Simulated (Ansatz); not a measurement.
# From formation energies to a reaction energy: Na2H5

Level of theory: DFT PBE, scalar-relativistic, plane waves, PAW in Ansatz 0.2.0. All cells share a 420 eV cutoff and Γ-centred k meshes spaced at most about 0.3 Å⁻¹ (about 0.25 or finer for metals, 2π included). No spin polarisation.

Formation energies are uncorrected and refer to the elements' standard structures at the same level (H₂ as a molecule).

These are static total energies at zero pressure. Weakly bound directions are ill-defined at this level, which has no dispersion term (Na2H5 P6/mmm). With hydrogen, zero-point motion can shift formation energies by some tens of meV/atom.

A trial structure of Na2H5 (reached from: random cell; relaxed: space group P6/mmm (No. 191), a = 4.123 Å, c = 8.991 Å) has a formation energy of 0.157 eV/atom. It holds H–H pairs as short as in free H₂ molecules (shortest 0.78 Å). At its composition the lowest mixture among the elements and 1 reference phase computed alike (others may be missing) consists of these:

```csv
phase,source,ΔE_f (eV/atom)
H2 (gas),element,0.000
NaH (Fm-3m),COD,-0.196
```

Task: Write the balanced decomposition and find its energy per atom, per formula unit and per mole of formula units.

Result: Balancing Na and H gives 2 Na2H5 → 3 H2 + 4 NaH. The left side holds 14 atoms, and the products take 6/14 (H2) and 8/14 (NaH) of them. The mixture therefore lies at 6/14 × (0.000) + 8/14 × (-0.196) = -0.112 eV/atom. The reaction energy is -0.112 − (0.157) = -0.269 eV/atom. Times 7 atoms that is -1.883 eV per Na2H5, and times 96.485 it is -182 kJ per mole of Na2H5. Decomposition is downhill, so the trial structure is unstable against this mixture. Entropy of the gas would favour the products further at finite temperature.
